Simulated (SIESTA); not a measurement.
# CaO: equation of state with LDA

CaO:

```
CELL_PARAMETERS angstrom
0.00000 2.40356 2.40356
2.40356 0.00000 2.40356
2.40356 2.40356 0.00000
ATOMIC_POSITIONS crystal
Ca 0.00000 0.00000 0.00000
O 0.50000 0.50000 0.50000
```

The cell is a database's computed one.

```yaml
Program: SIESTA 5.4.2
Task: equation of state
Functional: LDA
Potentials_or_basis: PseudoDojo 0.4 standard (LDA files)
Basis: DZP (energy shift 0.003 Ry; two zetas on semicore shells; d shell added on Ca)
Grid_cutoff: 800 Ry
Energy_shift: 0.003 Ry
k_mesh: 10 × 10 × 10
Occupations: fermi-dirac, width 0.05 eV
Spin: no spin polarisation
```

```yaml
Equilibrium_volume: 13.12 Å³/atom
Bulk_modulus: 131 GPa
Pressure_derivative_of_the_bulk_modulus: 4.3
```

Energy against volume, from the lowest point:
| volume (Å³/atom) | energy (meV/atom) |
| --- | --- |
| 13.052 | 0.00 |
| 13.330 | 1.22 |
| 13.608 | 6.97 |
| 13.886 | 16.59 |
| 14.163 | 29.71 |
| 14.441 | 46.12 |
| 14.719 | 65.27 |

All runs of the series together: 4.8 min on 1 thread of Arm Neoverse V2 (shared host).

Caveat: the basis of atomic orbitals isn't converged, which shifts pressures, moduli and gaps.
